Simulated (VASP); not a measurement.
# C (Fd-3m) in VASP: notebook, part 2 of 2

VASP 6.6.1.

## (4) Relaxation of cell and atoms, LDA

Input file INCAR:

```
PREC = Accurate
ENCUT = 600
EDIFF = 1E-6
ISMEAR = 0
SIGMA = 0.03
LREAL = F
LASPH = T
NELM = 80
ALGO = Normal
ISIF = 3
LWAVE = F
LCHARG = F
IBRION = 2
NSW = 90
EDIFFG = -0.01
```

Input file KPOINTS:

```
Automatic mesh
0
Gamma
  14 14 14
```

Input file POSCAR:

```
C
1.0
    0.0000000000      1.7833700000      1.7833700000
    1.7833700000      0.0000000000      1.7833700000
    1.7833700000      1.7833700000      0.0000000000
C
2
Direct
    0.0000000000      0.0000000000      0.0000000000
    0.2500000000      0.2500000000      0.2500000000
```

Potentials or basis: VASP PAW LDA potentials, release 64 (C).

On the command line:

```sh
cat potpaw_LDA.64/C/POTCAR > POTCAR
mpirun -np 1 vasp_std > vasp.out
```

OUTCAR:

```text
PREC = Accurate
   ENCUT = 600
   EDIFF = 1E-6
   ISMEAR = 0
   LREAL = F
   LASPH = T
   NELM = 80
   ISIF = 3
   IBRION = 2
   NSW = 90
   EDIFFG = -0.01

 ion  position               nearest neighbor table
   1  0.000  0.000  0.000-   2 1.54   2 1.54   2 1.54   2 1.54
   2  0.250  0.250  0.250-   1 1.54   1 1.54   1 1.54   1 1.54

  LATTYP: Found a face centered cubic cell.
 ALAT       =     3.5667400000

  Lattice vectors:

 A1 = (   0.0000000000,   1.7833700000,   1.7833700000)
 A2 = (   1.7833700000,   0.0000000000,   1.7833700000)
 A3 = (   1.7833700000,   1.7833700000,   0.0000000000)

Analysis of symmetry for initial positions (statically):
=====================================================================
 Subroutine PRICEL returns:
 Original cell was already a primitive cell.

 Routine SETGRP: Setting up the symmetry group for a
 face centered cubic supercell.

 Subroutine GETGRP returns: Found 48 space group operations
 (whereof 24 operations were pure point group operations)
 out of a pool of 48 trial point group operations.

The static configuration has the point symmetry T_d .
 The point group associated with its full space group is O_h .

Analysis of symmetry for dynamics (positions and initial velocities):
=====================================================================
 Subroutine PRICEL returns:
 Original cell was already a primitive cell.

 Routine SETGRP: Setting up the symmetry group for a
 face centered cubic supercell.

 Subroutine GETGRP returns: Found 48 space group operations
 (whereof 24 operations were pure point group operations)
 out of a pool of 48 trial point group operations.

The dynamic configuration has the point symmetry T_d .
 The point group associated with its full space group is O_h .

 Subroutine INISYM returns: Found 48 space group operations
 (whereof 24 operations are pure point group operations),
 and found     1 'primitive' translations

----------------------------------------------------------------------------------------

                                     Primitive cell

  volume of cell :      11.3437

  direct lattice vectors                    reciprocal lattice vectors
     0.000000000  1.783370000  1.783370000    -0.280368067  0.280368067  0.280368067
     1.783370000  0.000000000  1.783370000     0.280368067 -0.280368067  0.280368067
     1.783370000  1.783370000  0.000000000     0.280368067  0.280368067 -0.280368067

  length of vectors
     2.522066041  2.522066041  2.522066041     0.485611737  0.485611737  0.485611737

  position of ions in fractional coordinates (direct lattice)
     0.000000000  0.000000000  0.000000000
     0.250000000  0.250000000  0.250000000

  ion indices of the primitive-cell ions
   primitive index   ion index
                 1           1
                 2           2

----------------------------------------------------------------------------------------

 KPOINTS: Automatic mesh

Automatic generation of k-mesh.
 Grid dimensions read from file:
 generate k-points for:   14   14   14

 Generating k-lattice:

  Cartesian coordinates                     Fractional coordinates (reciprocal lattice)
    -0.020026291  0.020026291  0.020026291     0.071428571  0.000000000  0.000000000
     0.020026291 -0.020026291  0.020026291     0.000000000  0.071428571  0.000000000
     0.020026291  0.020026291 -0.020026291     0.000000000  0.000000000  0.071428571

  Length of vectors
     0.034686553  0.034686553  0.034686553

  Shift w.r.t. Gamma in fractional coordinates (k-lattice)
     0.000000000  0.000000000  0.000000000

 Subroutine IBZKPT returns following result:
 ===========================================

 Found    104 irreducible k-points:

 Following reciprocal coordinates:
            Coordinates               Weight
  0.000000  0.000000  0.000000      1.000000
  0.071429  0.000000  0.000000      8.000000
  0.142857  0.000000  0.000000      8.000000
  0.214286  0.000000  0.000000      8.000000
  0.285714  0.000000  0.000000      8.000000
  0.357143  0.000000  0.000000      8.000000
[... 16 lines left out ...]
  0.214286  0.142857  0.000000     24.000000
  0.285714  0.142857  0.000000     24.000000
 [... further k-points ...]
   k-points           NKPTS =    104   k-points in BZ     NKDIM =    104   number of bands    NBANDS=      8
   number of dos      NEDOS =    301   number of ions     NIONS =      2
   total plane-waves  NPLWV =   8000
   dimension x,y,z NGX =    20 NGY =   20 NGZ =   20
   dimension x,y,z NGXF=    40 NGYF=   40 NGZF=   40
   ions per type =               2
   NGX,Y,Z   is equivalent  to a cutoff of  13.18, 13.18, 13.18 a.u.
   NGXF,Y,Z  is equivalent  to a cutoff of  26.37, 26.37, 26.37 a.u.
 SYSTEM =  unknown system
   PREC   = accura    normal or accurate (medium, high low for compatibility)
   ISTART =      0    job   : 0-new  1-cont  2-samecut
   ICHARG =      2    charge: 1-file 2-atom 10-const
   ISPIN  =      1    spin polarized calculation?
   LNONCOLLINEAR =      F non collinear calculations
   LSORBIT =      F    spin-orbit coupling
   LASPH  =      T    aspherical Exc in radial PAW
   ENCUT  =  600.0 eV  44.10 Ry    6.64 a.u.   5.04  5.04  5.04*2*pi/ulx,y,z
   NELM   =     80;   NELMIN=  2; NELMDL= -5     # of ELM steps
   EDIFF  = 0.1E-05   stopping-criterion for ELM
   LREAL  =      F    real-space projection
   EDIFFG = -.1E-01   stopping-criterion for IOM
   NSW    =     90    number of steps for IOM
   IBRION =      2    ionic relax: 0-MD 1-quasi-New 2-CG
   NFREE  =      1    steps in history (QN), initial steepest desc. (CG)
   ISIF   =      3    stress and relaxation
   ISYM   =      2    0-nonsym 1-usesym 2-fastsym
   POTIM  = 0.5000    time-step for ionic-motion
   TEBEG  =    0.0;   TEEND  =   0.0 temperature during run
   PSTRESS=    0.0 pullay stress
   NELECT =       8.0000    total number of electrons
   NUPDOWN=      -1.0000    fix difference up-down
   EMIN   =  10.00;   EMAX   =-10.00  energy-range for DOS
   EFERMI =   0.00;   METHOD = LEGACY
   ISMEAR =     0;   SIGMA  =   0.03  broadening in eV -4-tet -1-fermi 0-gaus
   EFERMI_NEDOS =   21; number of points for ismear=-14 and -15
   IALGO  =     38    algorithm
   IMIX   =      4    mixing-type and parameters
     AMIX     =   0.40;   BMIX     =  1.00
     AMIX_MAG =   1.60;   BMIX_MAG =  1.00
  volume/ion in A,a.u.               =       5.67        38.28
  Fermi-wavevector in a.u.,A,eV,Ry     =   1.457203  2.753714 28.891161  2.123440
  Thomas-Fermi vector in A             =   2.574032
   LORBIT       =      0    0 simple, 1 ext, 2 COOP (PROOUT), +10 PAW based schemes
   GGA     = CA    functional components
   LHFCALC =     F    Hartree Fock is set to
   AEXX    =    0.0000 exact exchange contribution
   IVDW    =     0    specifies the selected vdW correction
   LEPSILON=     F    determine dielectric tensor
   LRPA    =     F    only Hartree local field effects (RPA)
 conjugate gradient relaxation of ions
 non-spin polarized calculation
 Gauss-broadening in eV      SIGMA  =   0.03
  energy-cutoff  :      600.00
  volume of cell :       11.34
 maximum number of plane-waves:       388
   NGX =  9   NGY =  9   NGZ =  9

--------------------------------------- Ionic step        1  -------------------------------------------

 number of electron       7.9999999 magnetization

 Free energy of the ion-electron system (eV)
  ---------------------------------------------------
  ext. energy  EPLUGINS =         0.00000000
  ---------------------------------------------------
  free energy    TOTEN  =       -20.24153847 eV

  energy without entropy =      -20.24153847  energy(sigma->0) =      -20.24153847

 E-fermi :   9.8867     XC(G=0): -13.4996

 val. band max:        9.7219471360   @ k =   0.0000   0.0000   0.0000
 cond. band min:      13.8202546106   @ k =   0.3571   0.3571   0.0000
 fundamental gap:      4.0983074746
 Fermi energy:         9.8867196476

 k-point     1 :       0.0000    0.0000    0.0000
  band No.  band energies     occupation
      1     -11.5958      2.00000
      2       9.7219      2.00000
      3       9.7219      2.00000
      4       9.7219      2.00000
      5      15.2647      0.00000
      6      15.2647      0.00000
      7      15.2647      0.00000
      8      23.2778      0.00000
[... 322 lines left out ...]
  energy  without entropy=      -20.2325869827  energy(sigma->0) =      -20.23258698

--------------------------------------- Ionic step        3  -------------------------------------------

 number of electron       7.9999998 magnetization

 Free energy of the ion-electron system (eV)
  ---------------------------------------------------
  ext. energy  EPLUGINS =         0.00000000
  ---------------------------------------------------
  free energy    TOTEN  =       -20.25388045 eV

  energy without entropy =      -20.25388045  energy(sigma->0) =      -20.25388045

 E-fermi :  10.3700     XC(G=0): -13.6342

 val. band max:       10.1316143627   @ k =   0.0000   0.0000   0.0000
 cond. band min:      14.2977517182   @ k =   0.3571   0.3571   0.0000
 fundamental gap:      4.1661373555
 Fermi energy:        10.3700470731

 k-point     1 :       0.0000    0.0000    0.0000
  band No.  band energies     occupation
      1     -11.5591      2.00000
      2      10.1316      2.00000
      3      10.1316      2.00000
      4      10.1316      2.00000
      5      15.7526      0.00000
      6      15.7526      0.00000
      7      15.7526      0.00000
      8      24.3260      0.00000
[... 282 lines left out ...]
  FREE ENERGIE OF THE ION-ELECTRON SYSTEM (eV)
  ---------------------------------------------------
  free  energy   TOTEN  =       -20.2538804539 eV

  energy  without entropy=      -20.2538804539  energy(sigma->0) =      -20.25388045

 reached required accuracy - stopping structural energy minimisation
```

OSZICAR:

```text
N       E                     dE             d eps       ncg     rms          rms(c)
DAV:   1     0.717539778848E+00    0.71754E+00   -0.55841E+03  1688   0.111E+03
DAV:   2    -0.208989005473E+02   -0.21616E+02   -0.20841E+02  2624   0.123E+02
DAV:   3    -0.210417331547E+02   -0.14283E+00   -0.14283E+00  1792   0.132E+01
[... 19 lines left out ...]
DAV:   2    -0.202556916214E+02    0.47171E-02   -0.43011E-03  1768   0.638E-01    0.297E-01
DAV:   3    -0.202538985078E+02    0.17931E-02   -0.40165E-03  1792   0.495E-01    0.398E-02
DAV:   4    -0.202538890062E+02    0.95016E-05   -0.10310E-05  1664   0.443E-02    0.291E-02
DAV:   5    -0.202538804501E+02    0.85561E-05   -0.13408E-06  1856   0.165E-02    0.207E-03
DAV:   6    -0.202538804539E+02   -0.38189E-08   -0.11301E-08   880   0.131E-03
   3 F= -.20253880E+02 E0= -.20253880E+02  d E =-.123420E-01
```

Run time: 17 s. Hardware: 1 thread of Intel Xeon Platinum 8259CL at 2.50GHz (Skylake/Cascade Lake), shared host; peak memory 0.11 GiB.

Results:

```yaml
Free_energy: -20.2539 eV
Relaxed_volume: 5.52 Å³/atom
Relaxed_cell: a = 2.499 Å, b = 2.499 Å, c = 2.499 Å, α = 60.00°, β = 60.00°, γ = 60.00°
Space_group_after_relaxing_to_0.05_Å: Fd-3m (No. 227)
Energy_gained_by_relaxing: 6.2 meV/atom
Ionic_steps: 3
Pressure_after_relaxing: -0.1 GPa
Band_gap_on_the_k_mesh: 4.17 eV, indirect (least direct gap 5.62 eV)
```

The path:
| step | energy change (eV) | largest force (eV/Å) | pressure (GPa) | volume (Å³) |
| --- | --- | --- | --- | --- |
| 1 | 0.0000 | 0.0000 | -12.37 | 11.34 |
| 2 | 0.0090 | 0.0000 | 17.94 | 10.64 |
| 3 | -0.0123 | 0.0000 | -0.11 | 11.03 |

Final structure:
```
C
1.0
     0.00000    1.76696    1.76696
     1.76696    0.00000    1.76696
     1.76696    1.76696    0.00000
C
2
Direct
  0.00000 0.00000 0.00000
  0.25000 0.25000 0.25000
```

A k mesh can miss the band edges. Zero-point motion and thermal expansion aren't in these numbers.

## (5) Relaxation of cell and atoms, LDA

This run uses another cell than the first one, of 5.52 Å³/atom, 0.973 times its volume.

INCAR: that of step 4 with these lines changed.

```diff
@@ -2,3 +2,3 @@
 ENCUT = 600
-EDIFF = 1E-6
+EDIFF = 1E-7
 ISMEAR = 0
@@ -14,2 +14,2 @@
 NSW = 90
-EDIFFG = -0.01
+EDIFFG = -0.005
```

KPOINTS is that of step 4.

Input file POSCAR:

```
C                                       
1.0
   -0.0000000000      1.7669621626      1.7669621626
    1.7669621626      0.0000000000      1.7669621626
    1.7669621626      1.7669621626      0.0000000000
  C             
     2
Direct
     0.0000000000000000    0.0000000000000000    0.0000000000000000
     0.2500000000000000    0.2500000000000000    0.2500000000000000
```

On the command line:

```sh
cat potpaw_LDA.64/C/POTCAR > POTCAR
mpirun -np 1 vasp_std > vasp.out
```

It took 8.3 s on 1 thread of Intel Xeon Platinum 8259CL at 2.50GHz (Skylake/Cascade Lake), shared host; peak memory 0.11 GiB.

Results (log left out):

| Item | Value |
| --- | --- |
| Free energy | -20.2522 eV |
| Pressure after relaxing | 0.0 GPa |
| Band gap on the k mesh | 4.17 eV, indirect (least direct gap 5.62 eV) |

Final structure:
```xyz
2
Lattice="0.0000 1.7670 1.7670 1.7670 0.0000 1.7670 1.7670 1.7670 0.0000" Properties=species:S:1:pos:R:3 pbc="T T T"
C     0.0000    0.0000    0.0000
C     0.8835    0.8835    0.8835
```

Levels at points of the mesh, in eV from the valence-band top:
| k point | band 2 | band 3 | band 4 | band 5 | band 6 | band 7 |
| --- | --- | --- | --- | --- | --- | --- |
| (0.00, 0.00, 0.00) | 0.00 | 0.00 | 0.00 | 5.62 | 5.62 | 5.62 |
| (0.50, 0.00, 0.00) | -13.67 | -2.86 | -2.86 | 8.50 | 8.50 | 9.39 |
| (0.50, 0.50, 0.00) | -12.81 | -6.46 | -6.46 | 4.77 | 4.77 | 17.05 |

Caveat: the relaxation stopped at its first step, so nothing moved.

## (6) Relaxation of cell and atoms, PBE

Input file INCAR:

```
  ALGO = Normal
  EDIFF = 1E-6
  EDIFFG = -0.01
  ENCUT = 600
  GGA = PE
  IBRION = 2
  ISIF = 3
  ISMEAR = 0
  LASPH = T
  LCHARG = F
  LREAL = F
  LWAVE = F
  NELM = 80
  NSW = 90
  PREC = Accurate
  SIGMA = 0.03
```

Input file KPOINTS:

```
k-points
0
Gamma
  14 14 14
```

Input file POSCAR:

```
C
1.0
    0.0000000000      1.7833700000      1.7833700000
    1.7833700000      0.0000000000      1.7833700000
    1.7833700000      1.7833700000      0.0000000000
C
2
Direct
    0.0000000000      0.0000000000      0.0000000000
    0.2500000000      0.2500000000      0.2500000000
```

Potentials or basis: VASP PAW PBE potentials, release 64 (C).

On the command line:

```sh
cat potpaw_PBE.64/C/POTCAR > POTCAR
mpirun -np 1 vasp_std > vasp.out
```

It took 17 s on 1 thread of Intel Xeon Platinum 8259CL at 2.50GHz (Skylake/Cascade Lake), shared host; peak memory 0.12 GiB.

Results (log left out):

| Property | Result |
| --- | --- |
| Free energy | -18.1903 eV |
| Relaxed volume | 5.70 Å³/atom |
| Relaxed cell | a = 2.526 Å, b = 2.526 Å, c = 2.526 Å, α = 60.00°, β = 60.00°, γ = 60.00° |
| Space group after relaxing (to 0.05 Å) | Fd-3m (No. 227) |
| Energy gained by relaxing | 0.1 meV/atom |
| Ionic steps | 3 |
| Pressure after relaxing | 0.0 GPa |
| Band gap on the k mesh | 4.12 eV, indirect (least direct gap 5.58 eV) |

The path:
```tsv
step	energy change (eV)	largest force (eV/Å)	pressure (GPa)	volume (Å³)
1	0.0000	0.0000	1.78	11.34
2	0.0001	0.0000	-2.16	11.45
3	-0.0003	0.0000	0.00	11.39
```

Final structure:
```yaml
crystal:
  lattice:
    - [0.00000, 1.78581, 1.78581]
    - [1.78581, 0.00000, 1.78581]
    - [1.78581, 1.78581, 0.00000]
  atoms:
    - { symbol: C, position: [0.00000, 0.00000, 0.00000] }
    - { symbol: C, position: [0.25000, 0.25000, 0.25000] }
```

Levels at points of the mesh, in eV from the valence-band top:
```tsv
k point	band 1	band 2	band 3	band 4	band 5	band 6	band 7	band 8
(0.00, 0.00, 0.00)	-21.42	0.00	0.00	0.00	5.58	5.58	5.58	13.24
(0.50, 0.00, 0.00)	-15.67	-13.33	-2.79	-2.79	8.44	8.44	8.79	15.66
(0.50, 0.50, 0.00)	-12.74	-12.74	-6.27	-6.27	4.75	4.75	16.74	16.74
```

A k mesh can miss the band edges. Expect the measured gap to be larger: semilocal functionals such as PBE lack the derivative discontinuity.

## (7) Summary

```csv
level,potentials or basis,gap on the mesh (eV),pressure (GPa)
PBEsol,"VASP PAW PBE potentials, release 64 (C)",4.03,0.0
LDA,"VASP PAW LDA potentials, release 64 (C)",4.17,0.0
PBE,"VASP PAW PBE potentials, release 64 (C)",4.12,0.0
```

Alike in all rows: task relaxation of cell and atoms; no spin polarisation; cell relaxed; k mesh 14 × 14 × 14; cutoff (eV) 600; smearing gaussian 0.03 eV.

Caveats: the relaxation stopped at its first step, so nothing moved (some runs); the PAW data sets were made with another functional, which shifts forces and pressure a little (some runs).

Total energies depend on the potentials used, so only differences within one code and one set of settings carry meaning.
